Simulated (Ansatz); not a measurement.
Crystal: BaZrO3.

```
CELL_PARAMETERS angstrom
4.19134 0.00000 0.00000
0.00000 4.19134 0.00000
0.00000 0.00000 4.19134
ATOMIC_POSITIONS crystal
Ba 0.00000 0.00000 0.00000
Zr 0.50000 0.50000 0.50000
O 0.50000 0.50000 0.00000
O 0.50000 0.00000 0.50000
O 0.00000 0.50000 0.50000
```

```yaml
Program: Ansatz 0.2.0
Task: relaxation of cell and atoms
Functional: RPBE
Dispersion: D3(BJ)
Potentials_or_basis: Ansatz PAW
Cutoff: "420 eV (not typed: the program's choice for these potentials)"
k_mesh: 6 × 6 × 6
Occupations: fermi-dirac, width 0.05 eV
Spin: no spin polarisation
```

At the start: volume 14.73 Å³/atom.

Question: Where does the relaxation end?

Answer: It ends after 8 steps and the volume is 13.45 Å³/atom (-8.6 %); space group Pm-3m (No. 221, to 0.05 Å).

The path:
| step | energy change (eV) | largest force (eV/Å) | volume (Å³) |
| --- | --- | --- | --- |
| 1 | 0.0000 | 0.0000 | 73.63 |
| 2 | -0.2161 | 0.0000 | 63.84 |
| 3 | -0.3308 | 0.0000 | 67.92 |
| 4 | -0.3351 | 0.0000 | 67.42 |
| 5 | -0.3353 | 0.0000 | 67.37 |
| 6 | -0.3244 | 0.0000 | 67.37 |
| 7 | -0.3248 | 0.0000 | 67.27 |
| 8 | -0.3248 | 0.0000 | 67.27 |

Final structure:
```
Ba Zr O
1.0
     4.06691    0.00000    0.00000
     0.00000    4.06691    0.00000
     0.00000    0.00000    4.06691
Ba Zr O
1 1 3
Direct
  0.00000 0.00000 0.00000
  0.50000 0.50000 0.50000
  0.50000 0.50000 0.00000
  0.50000 0.00000 0.50000
  0.00000 0.50000 0.50000
```

Caveat: the plane-wave basis is chosen anew once the cell has moved, so the energies of steps on either side of that aren't comparable; the pressure holds a Pulay correction of +0.5 GPa for the finite cutoff; the PAW data sets come from PBE, with cores solved anew for the run's functional, which leaves a small shift of forces and pressure.
